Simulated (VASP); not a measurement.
Wanted: the native input for a VASP 6.6.1 run.

```yaml
Task: single point
Functional: r2SCAN
Potentials_or_basis: VASP PAW PBE potentials, release 64 (Ga_d)
Cutoff: 520 eV
k_mesh: 8 × 8 × 8
Occupations: gaussian, width 0.1 eV
Spin: no spin polarisation
Dipole_correction: no
Further_INCAR_settings: ALGO = Normal; EDIFF = 1e-06; NBANDS = 12
```

Crystal: Ga.

```xyz
1
Lattice="-1.6608 1.6608 1.6608 1.6608 -1.6608 1.6608 1.6608 1.6608 -1.6608" Properties=species:S:1:pos:R:3 pbc="T T T"
Ga    0.0000    0.0000    0.0000
```

The cell was built by a generator and needn't be a form met in nature.

These files were run (other wordings do the same):

POSCAR

```
Ga
1.0
   -1.6607802863      1.6607802863      1.6607802863
    1.6607802863     -1.6607802863      1.6607802863
    1.6607802863      1.6607802863     -1.6607802863
Ga
1
Direct
    0.0000000000      0.0000000000      0.0000000000
```

INCAR.step1

```
  PREC = Accurate
  ENCUT = 520
  ISMEAR = 0
  SIGMA = 0.1
  LREAL = False
  LASPH = True
  NELM = 100
  NBANDS = 12
  GGA = PE
  ALGO = Normal
  EDIFF = 1E-4
  LWAVE = True
  LCHARG = False
```

INCAR.step2

```
  PREC = Accurate
  ENCUT = 520
  EDIFF = 1E-6
  ISMEAR = 0
  SIGMA = 0.1
  LREAL = False
  LASPH = True
  NELM = 100
  ALGO = Normal
  ISIF = 2
  LWAVE = False
  LCHARG = False
  METAGGA = R2SCAN
  LMIXTAU = True
  NBANDS = 12
  ISTART = 1
```

KPOINTS

```
Automatic mesh
0
Gamma
  8 8 8
```

Potentials or basis: VASP PAW PBE potentials, release 64 (Ga_d).

The run is started by

```sh
$ cat potpaw_PBE.64/Ga_d/POTCAR > POTCAR
$ cp INCAR.step1 INCAR
$ mpirun -np 1 vasp_std > vasp.out
$ cp INCAR.step2 INCAR
$ mpirun -np 1 vasp_std > vasp.out
```

It gave:

* Pressure: 0.0 GPa
* Band gap on the k mesh: none (metal or under the smearing width)

Caveat: the PAW data sets were made with another functional, which shifts forces and pressure a little.

Wall time 17 s on 1 thread of Intel(R) Xeon(R) Platinum 8488C (Sapphire Rapids) (shared host), peak memory 0.14 GiB.
